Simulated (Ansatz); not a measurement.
Reactions of CH3FSZn (`C[S][Zn][F]`).

Gas-phase electronic energies from Ansatz, PBE0-D4/def2-TZVP geometries. CCSD(T)/CBS is the MP2 limit (def2-TZVPP, def2-QZVPP) plus CCSD(T) − MP2 in def2-TZVPP, frozen cores. This one scheme is used for every species. Functionals use def2-TZVPP. For Zn outer-core shells are correlated without core-valence functions, which leaves a few kJ/mol of doubt a bond. Scalar relativity is left out up to krypton. One conformer a species, not always the lowest.

```csv
reaction,ωB97M-V (kJ/mol),MP2/CBS(def2) (kJ/mol),PBE-D4 (kJ/mol),r2SCAN-D4 (kJ/mol)
`C[S][Zn][F]` + CH₃SH → `C[S][Zn][S]C` + H–F,-10,-21,-15,-11
`C[S][Zn][F]` + `CC(C)(C)O` → `CC(C)(C)[O][Zn][F]` + CH₃SH,54,53,54,51
`C[S][Zn][F]` + `O[SiH3]` → `[F][Zn][O][SiH3]` + CH₃SH,33,31,42,35
`C[S][Zn][F]` + CH₃NH₂ → `N[CH2][Zn][F]` + CH₃SH,99,106,95,102
```

**Question.** Give the CCSD(T)/CBS values in the same order. (Estimate.)

**Answer.** The calculation gave: -14, 51, 29, 106 kJ/mol.

Largest T1 diagnostic: 0.017, for `[F][Zn][O][SiH3]`.
